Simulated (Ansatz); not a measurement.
In: from a trial structure to a relaxed crystal

All numbers below come from DFT r2SCAN, scalar-relativistic, plane waves, PAW in Ansatz. Cutoff 500 eV, Γ-centred k mesh, Gaussian smearing, no spin polarisation in the final step.

The start puts In on the omega structure type (P6/mmm, No. 191), at a guessed volume.

```
In
1.0
     5.57505    0.00000    0.00000
    -2.78753    4.82814    0.00000
     0.00000    0.00000    3.41775
In
3
Cartesian
  0.0000 0.0000 0.0000
  0.0000 3.2188 1.7089
  2.7875 1.6094 1.7089
```

Cell and atoms relax at zero pressure; the relaxation can't lower the symmetry of the start.

Energies count from the standard state of In at the same level.

(1) Describe the relaxed structure.

(2) What are its volume, energy, density and gap?

Results:

(1) It keeps P6/mmm (No. 191). The result has the omega structure. Conventional cell: a = 5.393 Å, c = 3.180 Å. Around In on Wyckoff site a (1 atom of the primitive cell) lie 2 In at 3.18 Å and 12 In at 3.50 Å; around In on Wyckoff site d (2 atoms of the primitive cell) lie 5 In at 3.11–3.18 Å and 6 In at 3.50 Å.

Space group P6/mmm (No. 191). a = 5.393 Å, b = 5.393 Å, c = 3.180 Å, α = 90.00°, β = 90.00°, γ = 120.00°
```tsv
atom	site	symmetry	x	y	z
In	1a	6/mmm	0.0000	0.0000	0.0000
In	2d	-6m2	0.3333	0.6667	0.5000
```

(2) The volume per atom is 26.70 Å³. The density is 7.14 g/cm³, the energy over the standard structure is 0.03 eV/atom and the gap on the 12×12×14 mesh is 0 eV (a metal).

The final run used a 12×12×14 mesh on its 3-atom cell and 0.10 eV smearing. For metals, differences of a few meV/atom aren't resolved. Symmetry constrained the relaxation, so the result can be a saddle point.